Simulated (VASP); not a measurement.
Here is a VASP 6.6.1 calculation.

Contents of INCAR:

```
SYSTEM = ZnS
PREC     = Accurate       ! precision mode
ENCUT    = 300            ! plane-wave cutoff, eV
EDIFF    = 1E-7           ! SCF threshold, eV
ISMEAR   = 0              ! smearing method
SIGMA    = 0.03           ! smearing width, eV
LREAL    = .FALSE.        ! projectors in reciprocal space
LASPH    = .TRUE.         ! aspherical terms in the spheres
NELM     = 80             ! most SCF steps
ALGO     = Fast           ! electronic algorithm
ISIF     = 2              ! what is computed and relaxed
LWAVE    = .FALSE.        ! write WAVECAR
LCHARG   = .FALSE.        ! write CHGCAR
GGA      = PE             ! functional
IBRION   = 2              ! ionic algorithm
NSW      = 40             ! ionic steps
EDIFFG   = -0.01          ! ionic threshold
```

The input KPOINTS:

```
Automatic mesh
0
G
  5 5 5
  0 0 0
```

File POSCAR:

```
ZnS                                     
1.0
   -0.0000000000      2.7221463130      2.7221463130
    2.7221463130     -0.0000000000      2.7221463130
    2.7221463130      2.7221463130     -0.0000000000
  Zn              S             
     1     1
Direct
     0.2500000000000000    0.2500000000000000    0.2500000000000000
     0.0000000000000000    1.0000000000000000    1.0000000000000000
```

Potentials or basis: VASP PAW PBE potentials, release 64 (Zn, S).

Command:

```console
$ cat potpaw_PBE.64/Zn/POTCAR potpaw_PBE.64/S/POTCAR > POTCAR
$ mpirun -np 1 vasp_std > vasp.out
```

Question: Predict the band gap on the k mesh.

Answer: 2.01 eV, direct.

Final structure:
```cif
data_structure
_symmetry_space_group_name_H-M 'P 1'
_symmetry_Int_Tables_number 1
_cell_length_a 3.8497
_cell_length_b 3.8497
_cell_length_c 3.8497
_cell_angle_alpha 60.000
_cell_angle_beta 60.000
_cell_angle_gamma 60.000
_cell_volume 40.34
loop_
_atom_site_label
_atom_site_type_symbol
_atom_site_fract_x
_atom_site_fract_y
_atom_site_fract_z
_atom_site_occupancy
Zn1 Zn 0.25000 0.25000 0.25000 1
S1 S 0.00000 0.00000 0.00000 1
```

Caveat: the relaxation stopped at its first step, so nothing moved.

**What was measured.**

From “Electronic, vibrational, and thermodynamic properties of ZnS (zincblende and rocksalt structure)”, 2009, arxiv:0911.5022, for a bulk crystal of ZnS at 19 K: band gap 3.85 eV (direct).

Against the measured gap of ZnS, 3.85 eV (direct; 19 K; quoted in “Electronic, vibrational, and thermodynamic properties of ZnS (zincblende and rocksalt structure)”, 2009, arxiv:0911.5022), the calculated 2.01 eV is off by -1.84 eV. The value is that of PBE, without temperature or zero-point motion. Semilocal functionals fall short of measured gaps as a rule.
